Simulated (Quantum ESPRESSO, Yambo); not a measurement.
# AgBr (Fm-3m): G0W0 with Yambo, start to end, part 2 of 3

How does a plane-wave GW calculation on AgBr (Fm-3m) run from the first input to the gap?

Quantum ESPRESSO 7.5 and Yambo 5.3.0; PBE and many-body steps on it, plane waves. Known limits of the many-body steps: not at the basis limit; d shell near the gap, gap tends to lie low; no spin-orbit coupling; coarse k mesh.

So far. Step 2 (Ground state): The gap is indirect, with the least direct gap 1.93 eV higher. Step 3 (Bands along the symmetry lines): The gap is 0.672 eV, as in the run before at this level.

The database entry behind the starting cell differs from later determinations by our own check (about 0.6 % short of the room-temperature cell), so it need not match the best structure at ambient conditions.

### Step 4. Empty states on the mesh, 4×4×4 mesh, 245 bands

Level of this step: DFT, PBE, plane waves, norm-conserving pseudopotentials (Quantum ESPRESSO).

The sums over transitions need many empty states on a uniform mesh; this step solves for them.

Contents of pw.in:

```
&control
  calculation = 'nscf'
  prefix = 'x'
  outdir = 'o'
  pseudo_dir = 'pseudo'
/
&system
  ibrav = 0
  nat = 2
  ntyp = 2
  ecutwfc = 76.0
  nbnd = 245
  force_symmorphic = .true.
/
&electrons
  conv_thr = 1e-9
  electron_maxstep = 80
  diago_full_acc = .true.
  diago_thr_init = 5e-6
/
ATOMIC_SPECIES
  Ag 107.87 Ag.upf
  Br 79.904 Br.upf
CELL_PARAMETERS angstrom
  -0.0000000000 2.8701500000 2.8701500000
  2.8701500000 0.0000000000 2.8701500000
  2.8701500000 2.8701500000 0.0000000000
ATOMIC_POSITIONS crystal
  Ag 0.0000000000 0.0000000000 0.0000000000
  Br 0.5000000000 0.5000000000 0.5000000000
K_POINTS automatic
  4 4 4 0 0 0
```

Launch:

```console
OMP_NUM_THREADS=1 mpirun -n 4 pw.x -nk 4 -in pw.in > pw.out
```

Log:

```text
[banner, memory and clock lines left out]
Program PWSCF v.7.5 starts

     Atomic positions and unit cell read from directory:
     o/x.save/

     Message from routine setup:
     using ibrav=0 with symmetry is DISCOURAGED, use correct ibrav instead

     G-vector sticks info

     bravais-lattice index     =            0
     lattice parameter (alat)  =       7.6704  a.u.
     unit-cell volume          =     319.1100 (a.u.)^3
     number of atoms/cell      =            2
     number of atomic types    =            2
     number of electrons       =        36.00
     number of Kohn-Sham states=          245
     kinetic-energy cutoff     =      76.0000  Ry
     charge density cutoff     =     304.0000  Ry
     Exchange-correlation= PBE
                           (   1   4   3   4   0   0   0)

     celldm(1)=   7.670408  celldm(2)=   0.000000  celldm(3)=   0.000000
     celldm(4)=   0.000000  celldm(5)=   0.000000  celldm(6)=   0.000000

     crystal axes: (cart. coord. in units of alat)
               a(1) = (  -0.000000   0.707107   0.707107 )
               a(2) = (   0.707107   0.000000   0.707107 )
               a(3) = (   0.707107   0.707107   0.000000 )

     reciprocal axes: (cart. coord. in units 2 pi/alat)
               b(1) = ( -0.707107  0.707107  0.707107 )
               b(2) = (  0.707107 -0.707107  0.707107 )
               b(3) = (  0.707107  0.707107 -0.707107 )
     Pseudo is Norm-conserving + core correction, Zval = 19.0
     Generated using ONCVPSP code by D. R. Hamann
     Using radial grid of 1538 points,  6 beta functions with:
     Pseudo is Norm-conserving + core correction, Zval = 17.0
     Generated using ONCVPSP code by D. R. Hamann
     Using radial grid of 1098 points,  6 beta functions with:
     Ag               19.00   107.87000     Ag( 1.00)
     Br               17.00    79.90400     Br( 1.00)

     48 Sym. Ops., with inversion, found

   Cartesian axes

     site n.     atom                  positions (alat units)
         1        Ag     tau(   1) = (   0.0000000   0.0000000   0.0000000  )
         2        Br     tau(   2) = (   0.7071068   0.7071068   0.7071068  )

     number of k points=     8
                       cart. coord. in units 2pi/alat
        k(    1) = (   0.0000000   0.0000000   0.0000000), wk =   0.0312500
        k(    2) = (   0.1767767   0.1767767  -0.1767767), wk =   0.2500000
        k(    3) = (  -0.3535534  -0.3535534   0.3535534), wk =   0.1250000
[...]
k(    7) = (  -0.7071068   0.0000000   0.0000000), wk =   0.0937500
        k(    8) = (  -0.7071068   0.3535534   0.0000000), wk =   0.1875000

     Dense  grid:    28571 G-vectors     FFT dimensions: (  45,  45,  45)

     The potential is recalculated from file :
     o/x.save/charge-density

     Starting wfcs are   19 randomized atomic wfcs +  226 random wfcs

     Band Structure Calculation

     End of band structure calculation

          k = 0.0000 0.0000 0.0000 (  3527 PWs)   bands (ev):

   -80.4270 -50.9589 -50.9589 -50.9585 -50.9585 -50.9585 -43.9487 -43.9487
   -43.9487  -5.3666   6.9216   6.9216   6.9216   6.9226   6.9226   7.7856
     7.7856   7.7856  10.3900  19.6462  19.6462  19.6462  20.8980  21.5270
[...]
[... 19 further rows ...]
[...]
163.6736 163.7869 163.7869 163.7869 164.1339

          k = 0.1768 0.1768-0.1768 (  3590 PWs)   bands (ev):

[...]
[... 19 further rows ...]
[...]
162.8743 162.8743 164.4528 166.6491 166.6491

          k =-0.3536-0.3536 0.3536 (  3582 PWs)   bands (ev):

[...]
66.8888  67.6590  68.1242  68.7897  69.2319  69.2319  71.0270  71.0270
     [... 19 further rows ...]
   159.5028 159.5996 159.5996 161.1093 161.1093 161.8472 161.9810 161.9810
   162.7754 164.1132 164.1214 164.1214 164.6484

          k = 0.3536 0.0000 0.0000 (  3591 PWs)   bands (ev):

     [... further k-points ...]

     highest occupied, lowest unoccupied level (ev):     9.7176   10.3900

     XML data file, pseudopotentials, collected wavefunctions
```

It took 21 s on 4 MPI ranks of Arm Neoverse V1, shared host; peak memory 0.51 GiB.

This step gave:

```yaml
gap: 0.6724 eV
k_of_the_valence_top: 0, 0, -0.5
k_of_the_conduction_bottom: 0, 0, 0
least_direct_gap: 2.604 eV
k_points_computed: 8
lowest_point_of_the_top_converged_band_above_the_valence_top: 154.4163 eV
```

On this mesh the gap is 0.672 eV.

### Step 5. Conversion and set-up

This step: Yambo 5.3.0; conversion and set-up on PBE, plane waves, norm-conserving pseudopotentials.

The states are converted to the many-body program's format and the q mesh is built.

Launch:

```console
(cd o/x.save; p2y > p2y.log; mv SAVE ../..); yambo > setup.log
```

Log:

```text
 Yambo, version 5.3.0

 [02] CORE Variables Setup
 =========================

  [02.01] Unit cells
  ==================

  Cell kind             :  FCC
  Atoms in the cell     :  Ag  Br
  number of Ag atoms    :  1
  number of Br atoms    :  1

  List of atomic masses
  Mass of Ag    :  107.8700
  Mass of Br    :  79.90400

  List of atomic coordinates    : [cc]
  Ag1       :  0.000000  0.000000  0.000000  order 1
  Br1       :  5.423797  5.423797  5.423797  order 2

  Alat factors          :  5.423797  5.423797  5.423797 [a.u.]
  Direct lattice volume :  319.1100 [a.u.]
  Direct lattice vectors:  A[ 1 ]  A[ 2 ]  A[ 3 ]
   A[ 1 ]: -0.000000  1.000000  1.000000  [iru]
  -0.000000  5.423797  5.423797  [cc]
   A[ 2 ]:  1.000000  0.000000  1.000000  [iru]
   5.423797  0.000000  5.423797  [cc]
   A[ 3 ]:  1.000000  1.000000  0.000000  [iru]
   5.423797  5.423797  0.000000  [cc]

  Recip. lattice volume :  0.777319 [a.u.]
  Recip. lattice vectors:  B[ 1 ]  B[ 2 ]  B[ 3 ]
   B[ 1 ]: -0.500000  0.500000  0.500000  [iku]
  -0.579224  0.579224  0.579224  [cc]
   B[ 2 ]:  0.500000 -0.500000  0.500000  [iku]
   0.579224 -0.579224  0.579224  [cc]
   B[ 3 ]:  0.500000  0.500000 -0.500000  [iku]
   0.579224  0.579224 -0.579224  [cc]

  [02.02] Symmetries
  ==================

  Inversion symmetry    : yes
  Spatial inversion     : yes
  Inversion index       :  25
  K-space Time-reversal : no
  Magnetic symmetries   : no
  Group table correct   : yes
  Symmetries units      :  [cc]

   [S  1]:   1.0000     -0.32899E-17 -0.32899E-17 -0.32899E-17   1.0000      0.32899E-17  0.32899E-17  0.32899E-17   1.0000
   [S  2]:  -1.0000      0.32899E-17 -0.32899E-17  0.32899E-17  -1.0000      0.32899E-17 -0.32899E-17 -0.32899E-17   1.0000
   [S  3]:  -1.0000     -0.32899E-17  0.32899E-17  0.32899E-17   1.0000     -0.32899E-17 -0.32899E-17  0.32899E-17  -1.0000
[...]
[... 36 further rows ...]
   [S 47]: -0.32899E-17   1.0000      0.32899E-17  0.32899E-17 -0.32899E-17  -1.0000       1.0000      0.32899E-17 -0.32899E-17
   [S 48]: -0.32899E-17  -1.0000     -0.32899E-17  0.32899E-17  0.32899E-17   1.0000       1.0000     -0.32899E-17  0.32899E-17

  [02.03] Reciprocal space
  ========================

  nG shells         :  304
  nG charge         :  28571
  nG WFs            :   4433
  nC WFs            :   3591
  G-vecs. in first 30 shells:  [ Number ]
     1    9   15   27   51   59   65   89  113
    137   169   181   229   259   283   307   331   339
    387   411   459   531   537   561   609   645   701
    725   749   821
  ...
  Shell energy in first 30 shells:  [ mHa ]
    0.00000      503.250      671.000      1342.00      1845.25      2013.00      2684.00      3187.25      3355.00
    4026.00      4529.25      5368.00      5871.25      6039.00      6710.00      7213.25      7381.01      8052.01
[...]
BZ  K-points                                      :   64

  K/Q-points units:
  rlu = crystal or reduced units; cc = cartesian coordinates; iku = interal k-units

  K [1]          [rlu]:  0.000000  0.000000  0.000000
         WF components:   3527
  K [2]          [rlu]: -0.51475E-17 -0.51475E-17  0.25000
         WF components:   3590
  K [3]          [rlu]:  0.10295E-16  0.10295E-16 -0.50000
         WF components:   3582
  K [4]          [rlu]: -0.11010E-17  0.25000      0.25000
         WF components:   3591
  K [5]          [rlu]:  0.19239E-16  0.25000     -0.50000
         WF components:   3570
  [... 2 further k-points ...]
  K [8]          [rlu]:  0.250000 -0.500000 -0.250000
         WF components:   3552

  [02.05] Energies & Occupations
  ==============================

  [X] === General ===
  [X] Electronic Temperature                        :  0.000000  0.000000 [eV K]
  [X] Bosonic    Temperature                        :  0.000000  0.000000 [eV K]
  [X] Finite Temperature mode                       : no
  [X] El. density                                   :  0.76131E+24 [cm-3]
  [X] Fermi Level                                   :  9.717580 [eV]

  [X] === Gaps and Widths ===
  [X] Conduction Band Min                           :  0.672400 [eV]
  [X] Valence Band Max                              :  0.000000 [eV]
  [X] Filled Bands                                  :  18
  [X] Empty Bands                                   :   19  245
  [X] Direct Gap                                    :  2.604421 [eV]
  [X] Direct Gap localized at k                     :  1
  [X] Indirect Gap                                  :  0.672400 [eV]
  [X] Indirect Gap between kpts                     :  3  1
  [X] Last valence band width                       :  2.284116 [eV]
  [X] 1st conduction band width                     :  4.310293 [eV]

  E @ K [1]:  [eV]
  -90.14462 -60.67651 -60.67651 -60.67605 -60.67605 -60.67605 -53.66629 -53.66629
  -53.66629 -15.08413  -2.79598  -2.79598  -2.79598  -2.79495  -2.79495  -1.93202
   -1.93202  -1.93202   0.67240   9.92860   9.92860   9.92860  11.18041  11.80938
[...]
occ @ K [1]
[...]
E @ K [2]:  [eV]
[...]
occ @ K [2]
[...]
E @ K [3]:  [eV]
[...]
occ @ K [3]
[...]
E @ K [4]:  [eV]
[...]
occ @ K [4]
[...]
E @ K [5]:  [eV]
[...]
occ @ K [5]
[...]
[... 2 further k-points ...]
  E @ K [8]:  [eV]
[...]
occ @ K [8]
[...]
0.000000  0.000000  0.000000  0.000000  0.000000  0.000000  0.000000  0.000000
   0.000000  0.000000  0.000000  0.000000  0.000000  0.000000  0.000000  0.000000

 [03] Transferred momenta grid and indexing
 ==========================================

 IBZ Q-points                                      :   8
 BZ  Q-points                                      :   64

 K/Q-points units:
 rlu = crystal or reduced units; cc = cartesian coordinates; iku = interal k-units

 Q [1]          [rlu]:  0.000000  0.000000  0.000000
 Q [2]          [rlu]:  0.11377E-17  0.11377E-17  0.25000
 Q [3]          [rlu]: -0.22755E-17 -0.22755E-17 -0.50000
[...]
Q [7]          [rlu]:  0.22019E-17 -0.50000     -0.50000
 Q [8]          [rlu]:  0.250000 -0.500000 -0.250000

  [03.01] X indexes
  =================

   [03.01.01] Sigma indexes
   ========================

 [06] Game Over & Game summary
```

Run time: 2.5 s. Hardware: 1 MPI rank; peak memory 0.25 GiB.

(Continued in part 3 of 3.)

[Paths, hosts, dates, memory and timing lines, banners, echoed tables and standing remarks are left out of the program output.]

[Logs are printed without paths, hosts, clocks, repeated set-up lines and the standing remarks that a program may print on its own settings, such as how far it seeks lower states.]

[Runs of the session that timed out or met a known fault of the program may be left out.]

[Hosts, paths, dates, database ids (printed as entryN), source tags and the programs' standing remarks are cut or masked in the printed files.]
